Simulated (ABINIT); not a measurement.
# Mo (Im-3m) in ABINIT: single point with B3LYP

Aim: the single point of Mo with B3LYP.

Everything below comes from runs of ABINIT 10.8.3 (patched build). Logs are shortened: lines on timing, memory, paths and dates and some standing lists are left out, and cuts for length are marked. The log counts tension as positive stress, the text compression.

### 1 Starting point

The structure is cubic, space group Im-3m (No. 229). Conventional cell: a = 3.168 Å, b = 3.168 Å, c = 3.168 Å, α = 90.00°, β = 90.00°, γ = 90.00°. Around Mo (site symmetry m-3m) lie 8 Mo at 2.74 Å.

### 2 Single point, B3LYP

run.abi

```
# Pseudopotentials
pp_dirpath "./"
pseudos "42_Mo_14_2.0_2.6_pbe_n_v1.0.psp8"

# Structure
acell 2.7432376088 2.7432376088 2.7432376088 Angstrom
rprim
    -0.5773502692     0.5773502692     0.5773502692
     0.5773502692    -0.5773502692     0.5773502692
     0.5773502692     0.5773502692    -0.5773502692
ntypat 1
znucl 42
natom 1
typat 1
xred
     0.0000000000     0.0000000000     0.0000000000

# Plane-wave basis
ecut 22.0

# k points
kptopt 1
ngkpt 8 8 8
nshiftk 1
shiftk 0.0 0.0 0.0

# Exchange and correlation
ixc -402
fockdownsampling 2 2 2

# Bands and occupations
nband 11
occopt 3
tsmear 0.00183747

# SCF cycle
nstep 60
toldfe 1.0e-7

# Output
iomode 3
prtwf 0
prtden 0
prteig 0
prtebands 0
enunit 1
```

Potentials or basis: SPMS NC PBE v1.0.

Run with:

```sh
$ mpirun --bind-to none -np 4 abinit run.abi > log 2>&1
```

run.abo:

```text
.Version 10.8.3 of ABINIT
 Symmetries : space group Im -3 m (#229); Bravais cI (body-center cubic)
================================================================================
 Values of the parameters that define the memory need of the present run
     intxc =       0    ionmov =       0      iscf =       7    lmnmax =       6
     lnmax =       6     mgfft =      24  mpssoang =       3    mqgrid =    3001
     natom =       1  nloc_mem =       1    nspden =       1   nspinor =       1
    nsppol =       1      nsym =      48    n1xccc =    2501    ntypat =       1
    occopt =       3   xclevel =       2
       mpw =         543          nfft =       13824          nkpt =          29
================================================================================
================================================================================

--------------------------------------------------------------------------------
------------- Echo of variables that govern the present computation ------------
--------------------------------------------------------------------------------
 -outvars: echo values of preprocessed input variables --------
            acell      5.1839677789E+00  5.1839677789E+00  5.1839677789E+00 Bohr
              amu      9.59400000E+01
             ecut      2.20000000E+01 Hartree
           enunit           1
 fockdownsampling           2       2       2
              ixc        -402
                       outvar_i_n : Printing only first  50 k-points.
         kptrlatt        8    0    0      0    8    0      0    0    8
          kptrlen      4.14717422E+01
            natom           1
            nband          11
          nbandhf          11
            ngfft          24      24      24
             nkpt          29
           nkpthf          64
            nstep          60
             nsym          48
           ntypat           1
           occopt           3
        optforces           0
        optstress           0
           prtden           0
        prtebands           0
           prteig           0
            prtwf           0
            rprim     -5.7735026920E-01  5.7735026920E-01  5.7735026920E-01
                       5.7735026920E-01 -5.7735026920E-01  5.7735026920E-01
                       5.7735026920E-01  5.7735026920E-01 -5.7735026920E-01
          spgroup         229
           toldfe      1.00000000E-07 Hartree
           tsmear      1.83747000E-03 Hartree
            typat      1
          usefock           1
            znucl       42.00000

================================================================================

 chkinp: Checking input parameters for consistency.

================================================================================
== DATASET  1 ==================================================================

--- !DatasetInfo
iteration_state: {dtset: 1, }
[... 41 lines left out ...]
 ETOT  7  -70.024343488590     4.425E-05 5.645E-06 5.165E-03
 ETOT  8  -70.024315673950     2.781E-05 1.129E-06 8.431E-05
 ETOT  9  -70.024300558607     1.512E-05 6.146E-07 3.131E-05
 ETOT 10  -70.024296618977     3.940E-06 3.326E-07 4.062E-07
 ETOT 11  -70.024296042596     5.764E-07 1.907E-07 4.875E-08
 ETOT 12  -70.024295618290     4.243E-07 1.310E-07 2.594E-07
 ETOT 13  -70.024295382749     2.355E-07 8.894E-08 1.623E-09
 ETOT 14  -70.024295236015     1.467E-07 6.049E-08 4.904E-10
 ETOT 15  -70.024295197795     3.822E-08 4.104E-08 6.052E-11
 ETOT 16  -70.024295185614     1.218E-08 2.800E-08 2.861E-10

 At SCF step   16, etot is converged :
  for the second time, diff in etot=  1.218E-08 < toldfe=  1.000E-07

--- !ResultsGS
iteration_state: {dtset: 1, }
comment   : Summary of ground state results
lattice_vectors:
- [ -2.9929652,   2.9929652,   2.9929652, ]
- [  2.9929652,  -2.9929652,   2.9929652, ]
- [  2.9929652,   2.9929652,  -2.9929652, ]
lattice_lengths: [   5.18397,    5.18397,    5.18397, ]
lattice_angles: [109.471, 109.471, 109.471, ] # degrees, (23, 13, 12)
lattice_volume:   1.0724202E+02
convergence: {deltae:  1.218E-08, res2:  2.861E-10, residm:  2.800E-08, diffor:  0.000E+00, }
etotal    :  -7.00242952E+01
entropy   :   0.00000000E+00
fermie    :   6.39150879E-01
cartesian_stress_tensor: null
pressure_GPa: null
xred      :
- [  0.0000E+00,   0.0000E+00,   0.0000E+00, Mo]
cartesian_forces: null
force_length_stats: {min: null, max: null, mean: null, }
...

 Integrated electronic density in atomic spheres:
 ------------------------------------------------
 Atom  Sphere_radius  Integrated_density
    1        2.00000         10.46904524
================================================================================

 ----iterations are completed or convergence reached----

 Mean square residual over all n,k,spin=   10.841E-11; max=  28.001E-09
 reduced coordinates (array xred) for    1 atoms
       0.000000000000      0.000000000000      0.000000000000

 cartesian coordinates (angstrom) at end:
    1      0.00000000000000     0.00000000000000     0.00000000000000
 length scales=  5.183967778922  5.183967778922  5.183967778922 bohr
              =  2.743237608800  2.743237608800  2.743237608800 angstroms
 Fermi (or HOMO) energy (eV) =  17.39218   Average Vxc (eV)= -10.79005
 Eigenvalues (   eV  ) for nkpt=  29  k points:
 kpt#   1, nband= 11, wtk=  0.00195, kpt=  0.0000  0.0000  0.0000 (reduced coord)
 -47.42022  -19.57293  -19.57293  -19.57293    9.27974   15.52148   15.52148   15.52148
  20.00381   20.00381   33.48379
 prteigrs : prtvol=0 or 1, do not print more k-points.

--- !EnergyTerms
iteration_state     : {dtset: 1, }
comment             : Components of total free energy in Hartree
kinetic             :  2.10372707792406E+01
hartree             :  8.87688311068444E+00
xc                  : -8.72597947238290E+00
Ewald energy        : -5.95805255142181E+01
psp_core            :  1.96558992978191E+00
local_psp           : -4.34964978157140E+01
non_local_psp+x     :  9.89917598105075E+00
internal            : -7.00240830015573E+01
'-kT*entropy'       : -2.12184056572554E-04
total_energy        : -7.00242951856139E+01
...

--- !EnergyTermsDC
iteration_state     : {dtset: 1, }
comment             : '"Double-counting" decomposition of free energy'
band_energy         : -4.86057859384075E+00
Ewald energy        : -5.95805255142181E+01
psp_core            :  1.96558992978191E+00
xc_dc               : -7.54856589017337E+00
internal            : -7.00240800684503E+01
'-kT*entropy'       : -2.12184056572554E-04
total_energy_dc     : -7.00242922525069E+01
...

== END DATASET(S) ==============================================================
================================================================================

 -outvars: echo values of variables after computation  --------
            acell      5.1839677789E+00  5.1839677789E+00  5.1839677789E+00 Bohr
           etotal     -7.0024295186E+01
            fcart      9.9999999999E+99  9.9999999999E+99  9.9999999999E+99
            rprim     -5.7735026920E-01  5.7735026920E-01  5.7735026920E-01
                       5.7735026920E-01 -5.7735026920E-01  5.7735026920E-01
                       5.7735026920E-01  5.7735026920E-01 -5.7735026920E-01
           strten      9.9999999999E+99  9.9999999999E+99  9.9999999999E+99
                       9.9999999999E+99  9.9999999999E+99  9.9999999999E+99
 Calculation completed.
```

It took 4.9 min on 4 MPI ranks of Arm Neoverse V1, shared host; peak memory 0.24 GiB.

Results:

- Free energy: -1905.4581 eV
- Band gap on the k mesh: none (metal or under the smearing width)
- Valence electrons inside the program's atomic spheres: Mo 10.47 (radii [1.0584] Å)

Caveat: the potentials were made for another functional, which shifts forces and pressure.
